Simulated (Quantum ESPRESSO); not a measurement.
# CdSe (F-43m) in Quantum ESPRESSO: a series of runs, part 2 of 3

Quantum ESPRESSO 7.5.

**3. Phonons, LDA**

Input file pw.in:

```
&CONTROL
  calculation = 'scf'
  prefix = 'pwscf'
  outdir = './tmp'
  pseudo_dir = './pseudo'
  tprnfor = .true.
  tstress = .true.
  disk_io = 'low'
/
&SYSTEM
  ibrav = 0
  nat = 2
  ntyp = 2
  ecutwfc = 45
  ecutrho = 360
  nbnd = 15
  occupations = 'smearing'
  smearing = 'fd'
  degauss = 0.00367493
/
&ELECTRONS
  conv_thr = 4d-10
  electron_maxstep = 120
  mixing_beta = 0.5
/
ATOMIC_SPECIES
Cd   112.4140 cd_lda_v1.uspp.F.UPF
Se    78.9710 se_lda_v1.uspp.F.UPF
CELL_PARAMETERS angstrom
   0.0000000000    3.0702711986    3.0702711986
   3.0702711986    0.0000000000    3.0702711986
   3.0702711986    3.0702711986    0.0000000000
ATOMIC_POSITIONS angstrom
Cd     0.0000000000    0.0000000000    0.0000000000
Se     1.5351355993    1.5351355993    1.5351355993
K_POINTS automatic
6 6 6 1 1 1
```

Input file relax.in:

```
&CONTROL
  calculation = 'vc-relax'
  prefix = 'pwscf'
  outdir = './tmp'
  pseudo_dir = './pseudo'
  tprnfor = .true.
  tstress = .true.
  disk_io = 'low'
  nstep = 40
  forc_conv_thr = 0.0001
  etot_conv_thr = 1d-06
/
&SYSTEM
  ibrav = 0
  nat = 2
  ntyp = 2
  ecutwfc = 45
  ecutrho = 360
  nbnd = 15
  occupations = 'smearing'
  smearing = 'fd'
  degauss = 0.00367493
/
&ELECTRONS
  conv_thr = 4d-10
  electron_maxstep = 120
  mixing_beta = 0.5
/
&IONS
  ion_dynamics = 'bfgs'
/
&CELL
  cell_dynamics = 'bfgs'
  press = 0
  press_conv_thr = 0.2
/
ATOMIC_SPECIES
Cd   112.4140 cd_lda_v1.uspp.F.UPF
Se    78.9710 se_lda_v1.uspp.F.UPF
CELL_PARAMETERS angstrom
   0.0000000000    3.0702711986    3.0702711986
   3.0702711986    0.0000000000    3.0702711986
   3.0702711986    3.0702711986    0.0000000000
ATOMIC_POSITIONS angstrom
Cd     0.0000000000    0.0000000000    0.0000000000
Se     1.5351355993    1.5351355993    1.5351355993
K_POINTS automatic
6 6 6 1 1 1
```

Input file gamma.in:

```
&CONTROL
  calculation = 'bands'
  prefix = 'pwscf'
  outdir = './tmp'
  pseudo_dir = './pseudo'
  disk_io = 'low'
  verbosity = 'high'
/
&SYSTEM
  ibrav = 0
  nat = 2
  ntyp = 2
  ecutwfc = 45
  ecutrho = 360
  nbnd = 15
  occupations = 'smearing'
  smearing = 'fd'
  degauss = 0.00367493
/
&ELECTRONS
  conv_thr = 1d-08
  electron_maxstep = 120
  mixing_beta = 0.5
  diago_full_acc = .true.
  startingwfc = 'random'
/
ATOMIC_SPECIES
Cd   112.4140 cd_lda_v1.uspp.F.UPF
Se    78.9710 se_lda_v1.uspp.F.UPF
CELL_PARAMETERS angstrom
   0.0000000000    3.0069783877    3.0069783877
   3.0069783877    0.0000000000    3.0069783877
   3.0069783877    3.0069783877    0.0000000000
ATOMIC_POSITIONS angstrom
Cd     0.0000000000    0.0000000000    0.0000000000
Se     1.5034891938    1.5034891938    1.5034891938
K_POINTS crystal
1
0.0 0.0 0.0 1
```

Input file scf2.in:

```
&CONTROL
  calculation = 'scf'
  prefix = 'pwscf'
  outdir = './tmp'
  pseudo_dir = './pseudo'
  tprnfor = .true.
  tstress = .true.
  disk_io = 'low'
/
&SYSTEM
  ibrav = 0
  nat = 2
  ntyp = 2
  ecutwfc = 45
  ecutrho = 360
  nbnd = 15
  occupations = 'fixed'
/
&ELECTRONS
  conv_thr = 1d-13
  electron_maxstep = 120
  mixing_beta = 0.5
  startingpot = 'file'
/
ATOMIC_SPECIES
Cd   112.4140 cd_lda_v1.uspp.F.UPF
Se    78.9710 se_lda_v1.uspp.F.UPF
CELL_PARAMETERS angstrom
   0.0000000000    3.0069783877    3.0069783877
   3.0069783877    0.0000000000    3.0069783877
   3.0069783877    3.0069783877    0.0000000000
ATOMIC_POSITIONS angstrom
Cd     0.0000000000    0.0000000000    0.0000000000
Se     1.5034891938    1.5034891938    1.5034891938
K_POINTS automatic
6 6 6 1 1 1
```

Input file ph.in:

```
phonons of CdSe
&INPUTPH
  prefix = 'pwscf'
  outdir = './tmp'
  tr2_ph = 1d-18
  fildyn = 'dyn'
  niter_ph = 90
  alpha_mix(1) = 0.7
  epsil = True
/
0.0000000000 0.0000000000 0.0000000000
```

Input file dynmat.in:

```
&INPUT
  fildyn = 'dyn'
  asr = 'crystal'
  lperm = .true.
  filout = 'dynmat.disp'
  fileig = 'dynmat.eig'
/
```

Input file dynmat_lo.in:

```
&INPUT
  fildyn = 'dyn'
  asr = 'crystal'
  filout = 'dynmat_lo.disp'
  fileig = 'dynmat_lo.eig'
  q(1) = 0
  q(2) = 0
  q(3) = 1
/
```

Potentials or basis: GBRV 1.5 LDA.

On the command line:

```sh
$ OMP_NUM_THREADS=1 mpirun -n 4 pw.x -nk 4 -in pw.in > pw.out
$ OMP_NUM_THREADS=1 mpirun -n 4 pw.x -nk 4 -in relax.in > relax.out
$ OMP_NUM_THREADS=1 mpirun -n 4 pw.x -in gamma.in > gamma.out
$ OMP_NUM_THREADS=1 mpirun -n 4 pw.x -nk 4 -in scf2.in > scf2.out
$ OMP_NUM_THREADS=1 mpirun -n 4 ph.x -nk 4 -in ph.in > ph.out
$ OMP_NUM_THREADS=1 mpirun -n 1 dynmat.x -in dynmat.in > dynmat.out
$ OMP_NUM_THREADS=1 mpirun -n 1 dynmat.x -in dynmat_lo.in > dynmat_lo.out
```

pw.out:

```text
This program is part of the open-source Quantum ESPRESSO suite
     for quantum simulation of materials; please cite
[... 6 lines left out ...]
     using ibrav=0 with symmetry is DISCOURAGED, use correct ibrav instead

     K-points division:     npool     =       4
     Subspace diagonalization in iterative solution of the eigenvalue problem:
     a serial algorithm will be used

     G-vector sticks info
     --------------------
     sticks:   dense  smooth     PW     G-vecs:    dense   smooth      PW
     Sum        1663     847    253                45071    16049    2733

     Using Slab Decomposition

     bravais-lattice index     =            0
     lattice parameter (alat)  =       8.2052  a.u.
     unit-cell volume          =     390.6221 (a.u.)^3
     number of atoms/cell      =            2
     number of atomic types    =            2
     number of electrons       =        18.00
     number of Kohn-Sham states=           15
     kinetic-energy cutoff     =      45.0000  Ry
     charge density cutoff     =     360.0000  Ry
     scf convergence threshold =      4.0E-10
     mixing beta               =       0.5000
     number of iterations used =            8  plain     mixing
     Exchange-correlation= SLA  PZ   NOGX NOGC
                           (   1   1   0   0   0   0   0)

     celldm(1)=   8.205227  celldm(2)=   0.000000  celldm(3)=   0.000000
     celldm(4)=   0.000000  celldm(5)=   0.000000  celldm(6)=   0.000000

     crystal axes: (cart. coord. in units of alat)
               a(1) = (   0.000000   0.707107   0.707107 )
               a(2) = (   0.707107   0.000000   0.707107 )
               a(3) = (   0.707107   0.707107   0.000000 )

     reciprocal axes: (cart. coord. in units 2 pi/alat)
               b(1) = ( -0.707107  0.707107  0.707107 )
               b(2) = (  0.707107 -0.707107  0.707107 )
               b(3) = (  0.707107  0.707107 -0.707107 )

     PseudoPot. # 1 for Cd read from file:
     cd_lda_v1.uspp.F.UPF
     Pseudo is Ultrasoft + core correction, Zval = 12.0
     Generated by new atomic code, or converted to UPF format
     Using radial grid of  889 points,  6 beta functions with:
                l(1) =   0
                l(2) =   0
                l(3) =   1
                l(4) =   1
                l(5) =   2
                l(6) =   2
     Q(r) pseudized with  6 coefficients,  rinner =    1.000   1.000   1.000
                                                       1.000   1.000

     PseudoPot. # 2 for Se read from file:
     se_lda_v1.uspp.F.UPF
     Pseudo is Ultrasoft + core correction, Zval =  6.0
     Generated by new atomic code, or converted to UPF format
     Using radial grid of  877 points,  6 beta functions with:
                l(1) =   0
                l(2) =   0
                l(3) =   1
                l(4) =   1
                l(5) =   2
                l(6) =   2
     Q(r) pseudized with  8 coefficients,  rinner =    1.300   1.300   1.300
                                                       1.300   1.300

     atomic species   valence    mass     pseudopotential
     Cd               12.00   112.41400     Cd( 1.00)
     Se                6.00    78.97100     Se( 1.00)

     24 Sym. Ops. (no inversion) found

   Cartesian axes

     site n.     atom                  positions (alat units)
         1        Cd     tau(   1) = (   0.0000000   0.0000000   0.0000000  )
         2        Se     tau(   2) = (   0.3535534   0.3535534   0.3535534  )

     number of k points=    28  Fermi-Dirac smearing, width (Ry)=  0.0037
                       cart. coord. in units 2pi/alat
        k(    1) = (   0.0589256   0.0589256   0.0589256), wk =   0.0185185
        k(    2) = (   0.1767767   0.1767767  -0.0589256), wk =   0.0555556
        k(    3) = (   0.2946278   0.2946278  -0.1767767), wk =   0.0555556
        k(    4) = (  -0.2946278  -0.2946278   0.4124790), wk =   0.0555556
        k(    5) = (  -0.1767767  -0.1767767   0.2946278), wk =   0.0555556
        k(    6) = (  -0.0589256  -0.0589256   0.1767767), wk =   0.0555556
[... 20 lines left out ...]
        k(   27) = (   0.2946278   0.2946278   0.2946278), wk =   0.0185185
        k(   28) = (  -0.2946278  -0.2946278   0.8838835), wk =   0.0555556

     Dense  grid:    45071 G-vectors     FFT dimensions: (  50,  50,  50)

     Smooth grid:    16049 G-vectors     FFT dimensions: (  36,  36,  36)

     Initial potential from superposition of free atoms

     starting charge      17.4999, renormalised to      18.0000

     negative rho (up, down):  1.925E-02 0.000E+00
     Starting wfcs are   13 randomized atomic wfcs +    2 random wfcs

     Self-consistent Calculation

     iteration #  1     ecut=    45.00 Ry     beta= 0.50
     Davidson diagonalization with overlap
     ethr =  1.00E-02,  avg # of iterations =  6.2

     Threshold (ethr) on eigenvalues was too large:
     Diagonalizing with lowered threshold

     Davidson diagonalization with overlap
     ethr =  4.97E-04,  avg # of iterations =  1.7

     negative rho (up, down):  1.868E-02 0.000E+00
[... 58 lines left out ...]
     iteration #  8     ecut=    45.00 Ry     beta= 0.50
     Davidson diagonalization with overlap
     ethr =  4.70E-12,  avg # of iterations = 10.3

     negative rho (up, down):  1.910E-02 0.000E+00

     End of self-consistent calculation

          k = 0.0589 0.0589 0.0589 (  1992 PWs)   bands (ev):

    -7.8666  -3.1520  -3.1520  -3.1402  -2.8079  -2.8079   3.8415   4.5995
     4.5995   5.6298  10.2865  10.5246  10.5246  14.4043  15.1991

          k = 0.1768 0.1768-0.0589 (  1989 PWs)   bands (ev):

    -7.7560  -3.1231  -3.1094  -3.0328  -2.8162  -2.7988   2.4904   4.0416
     4.4538   6.7071  10.0168  10.7971  10.9983  14.1196  14.6490

          k = 0.2946 0.2946-0.1768 (  1992 PWs)   bands (ev):

    -7.5830  -3.0770  -3.0723  -2.8049  -2.8027  -2.7093   0.9316   3.6535
     4.0694   7.1125  10.7533  11.0632  11.1453  14.5742  14.7744

          k =-0.2946-0.2946 0.4125 (  1986 PWs)   bands (ev):
[... 16 lines left out ...]
    -7.7049  -3.0888  -3.0768  -3.0181  -2.8226  -2.7875   2.2903   3.8881
     3.8896   7.3241   9.1562  11.4137  11.5916  12.9582  15.9042

          k = 0.4125 0.1768-0.0589 (  1994 PWs)   bands (ev):

    -7.5633  -3.0481  -3.0275  -2.8942  -2.7810  -2.7114   1.3024   3.1183
     3.6139   8.0649   9.2378  11.0610  12.2802  13.6870  16.5221

          k =-0.1768-0.4125 0.5303 (  1997 PWs)   bands (ev):
[... 6 lines left out ...]
    -7.5249  -3.0448  -3.0344  -2.8414  -2.7962  -2.6075   0.9711   2.7344
     3.7515   8.1895  10.0795  10.6643  12.0397  14.1385  15.9044

          k = 0.0589-0.1768 0.2946 (  1988 PWs)   bands (ev):

    -7.6665  -3.0924  -3.0745  -2.9385  -2.8151  -2.7836   1.8517   3.5864
     4.1327   7.3776   9.7061  11.0296  11.3936  13.6172  15.4180

          k = 0.5303 0.0589 0.0589 (  1998 PWs)   bands (ev):
[... 6 lines left out ...]
    -7.4235  -2.9899  -2.9509  -2.8876  -2.7700  -2.4352   0.6687   2.4910
     2.8934   8.2760   8.9285  12.2940  13.1984  14.2387  16.9475

          k = 0.0589-0.4125 0.5303 (  1991 PWs)   bands (ev):

    -7.4446  -3.0203  -2.9842  -2.8410  -2.7957  -2.4161   0.6691   2.2445
     3.2775   8.5255   9.9541  11.3582  12.8218  13.4482  15.7156

          k = 0.1768-0.2946 0.4125 (  1992 PWs)   bands (ev):

    -7.5235  -3.0593  -3.0457  -2.8202  -2.7869  -2.5740   0.6351   3.2286
     3.7746   7.6124  10.2828  11.2105  11.7006  14.5960  15.6907

          k =-0.6482 0.0589 0.0589 (  2004 PWs)   bands (ev):

    -7.4234  -2.9816  -2.9232  -2.9159  -2.7564  -2.4874   0.6525   2.7398
     2.9088   7.8067   8.3789  13.0530  14.0882  14.2198  17.0599

          k =-0.5303 0.1768-0.0589 (  1996 PWs)   bands (ev):

    -7.4745  -3.0070  -2.9818  -2.8941  -2.7711  -2.5534   0.8934   2.7280
     3.1499   8.3402   8.9745  11.4540  13.1752  13.9520  17.0565

          k =-0.4125 0.0589 0.0589 (  2001 PWs)   bands (ev):

    -7.5858  -3.0318  -3.0162  -2.9522  -2.7733  -2.7688   1.5798   3.3755
     3.4485   7.9538   8.6194  11.7629  12.4372  13.1009  16.3982

          k = 0.1768 0.1768 0.1768 (  1982 PWs)   bands (ev):
[... 31 lines left out ...]
    -7.4237  -2.9955  -2.9752  -2.8501  -2.7941  -2.3870   0.6839   2.3287
     2.8036   9.0384   9.6094  11.1187  12.4932  14.3275  16.6261

          k =-0.7660 0.1768 0.1768 (  1994 PWs)   bands (ev):

    -7.4312  -3.0107  -2.9574  -2.8719  -2.7789  -2.4138   0.6585   2.2472
     3.1921   8.1800   9.5793  12.2821  12.9340  13.3815  16.1715

          k = 0.2946 0.2946 0.2946 (  1997 PWs)   bands (ev):
[... 6 lines left out ...]
    -7.4959  -3.0515  -3.0353  -2.8115  -2.7927  -2.4966   0.4893   2.9768
     3.7226   7.7741  10.2070  11.5210  11.7722  14.7302  15.6747

     the Fermi energy is     5.1345 ev

!    total energy              =    -157.78432342 Ry
     estimated scf accuracy    <          8.1E-11 Ry
     smearing contrib. (-TS)   =      -0.00000008 Ry
     internal energy E=F+TS    =    -157.78432334 Ry

     The total energy is F=E-TS. E is the sum of the following terms:
     one-electron contribution =     -42.59669518 Ry
     hartree contribution      =      34.12041748 Ry
     xc contribution           =     -68.23612710 Ry
     ewald contribution        =     -81.07191854 Ry

     convergence has been achieved in   8 iterations

     negative rho (up, down):  1.910E-02 0.000E+00

     Forces acting on atoms (cartesian axes, Ry/au):

     atom    1 type  1   force =    -0.00000000    0.00000000    0.00000000
     atom    2 type  2   force =    -0.00000000    0.00000000    0.00000000

     Total force =     0.000000     Total SCF correction =     0.000000

     Computing stress (Cartesian axis) and pressure

     negative rho (up, down):  1.910E-02 0.000E+00
          total   stress  (Ry/bohr**3)                   (kbar)     P=      -30.66
  -0.00020845  -0.00000000   0.00000000          -30.66       -0.00        0.00
  -0.00000000  -0.00020845   0.00000000           -0.00      -30.66        0.00
  -0.00000000   0.00000000  -0.00020845           -0.00        0.00      -30.66

=------------------------------------------------------------------------------=
   JOB DONE.
=------------------------------------------------------------------------------=
```

Run time: 6.6 min. Hardware: 4 MPI ranks of Intel Xeon at 2.50GHz (Skylake/Cascade Lake), shared host; peak memory 0.56 GiB.

Results:

```
Free energy                                             : -2146.7990 eV
Relaxed volume                                          : 27.19 Å³/atom
Relaxed cell                                            : a = 4.253 Å, b = 4.253 Å, c = 4.253 Å, α = 60.00°, β = 60.00°, γ = 60.00°
Space group after relaxing (to 0.05 Å)                  : F-43m (No. 216)
Pressure after relaxing                                 : 0.1 GPa
Electronic dielectric tensor (diagonal)                 : 8.42
Born charges (mean of the diagonal)                     : Cd +2.22; Se -2.22 e
Highest phonon frequency at Γ, LO-TO splitting left out : 176 cm⁻¹
Static dielectric tensor (diagonal)                     : 11.53
```

Step by step:
```
step  energy change (eV)  largest force (eV/Å)  pressure (GPa)  volume (Å³)
   1              0.0000                0.0000           -3.07        57.88
   2             -0.0152                0.0000           -2.38        56.98
   3             -0.0303                0.0000           -1.24        55.65
   4             -0.0351                0.0000            0.11        54.27
   5             -0.0352                0.0000            0.00        54.38
   6             -0.0352                0.0000            0.00        54.38
```

Final structure:
```
Cd Se
1.0
     0.00000    3.00698    3.00698
     3.00698    0.00000    3.00698
     3.00698    3.00698    0.00000
Cd Se
1 1
Cartesian
  0.0000 0.0000 0.0000
  1.5035 1.5035 1.5035
```

Phonon frequencies in cm⁻¹ (negative: imaginary):
```
              q point           frequencies
(0.000, 0.000, 0.000)  -6 -6 -6 176 176 176
```

Electronic dielectric tensor:
```
8.42 0.00 0.00
0.00 8.42 0.00
0.00 0.00 8.42
```

Born effective charge tensors (e):
atom 1, Cd
```
2.22 0.00 0.00
0.00 2.22 0.00
0.00 0.00 2.22
```
atom 2, Se
```
-2.22  0.00  0.00
 0.00 -2.22  0.00
 0.00  0.00 -2.22
```

Optical modes at Γ, degenerate ones joined, polar ones without the macroscopic field:
```
cm⁻¹  components  symmetry     active in  IR intensity, summed ((D/Å)²/amu)
 176           3        T2  IR and Raman                               7.34
```

Zone-centre frequencies without and with the macroscopic field along z (cm⁻¹):
|  | optical modes in rising order |
| --- | --- |
| without | 176 176 176 |
| with the field | 176 176 205 |

Static dielectric tensor, electrons and zone-centre modes:
```
11.53  0.00  0.00
 0.00 11.53  0.00
 0.00  0.00 11.53
```

Caveat: the mesh is thin for the dielectric tensor, Born charges and intensities, which usually come out too large; the gap on the mesh is small and may close between mesh points, in which case fixed occupations spoil the response.

(Part 2 of 3 ends here.)
